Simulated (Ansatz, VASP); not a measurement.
## GaN: VASP beside Ansatz

```
Ga N
1.0
     3.10050    0.00000    0.00000
    -1.55025    2.68511    0.00000
     0.00000    0.00000    5.03685
Ga N
2 2
Direct
  0.33333 0.66667 0.00000
  0.66667 0.33333 0.50000
  0.33333 0.66667 0.37500
  0.66667 0.33333 0.87500
```

Change from the starting cell: strain -0.025 along x and y, -0.025 along z, atoms carried along.

Alike in both runs: task single point; functional PBE; k mesh 12 × 12 × 6; occupations gaussian, width 0.05 eV; no spin polarisation.

```csv
,VASP,Ansatz
version,VASP 6.6.1,Ansatz 0.2.0
potentials or method,"VASP PAW PBE potentials, release 64 (Ga_d, N)","scalar-relativistic, plane waves, PAW"
plane-wave cutoff (eV),520,420
valence electrons in the cell,36,36
```

VASP gave:

```
gap on the k mesh at the Fermi level (eV)       : 2.49
least direct gap on the mesh (eV)               : 2.49
pressure (GPa)                                  : 25.4
largest component of the traceless stress (GPa) : 1.98
rms of the force components (eV/Å)              : 0.090
```

Task: What did Ansatz give for the same quantities?

Result: gap on the k mesh at the Fermi level (eV): 2.47; least direct gap on the mesh (eV): 2.47; pressure (GPa): 25.5; largest component of the traceless stress (GPa): 1.96; rms of the force components (eV/Å): 0.092.

Atom by atom the forces differ by 0.002 eV/Å (rms over components). The functional is the same, so the differences come from potentials, cutoffs and numerics.

Caveats: so large a pressure means that the cell lies far from this level's equilibrium, or that cutoff or potentials fall short (VASP).
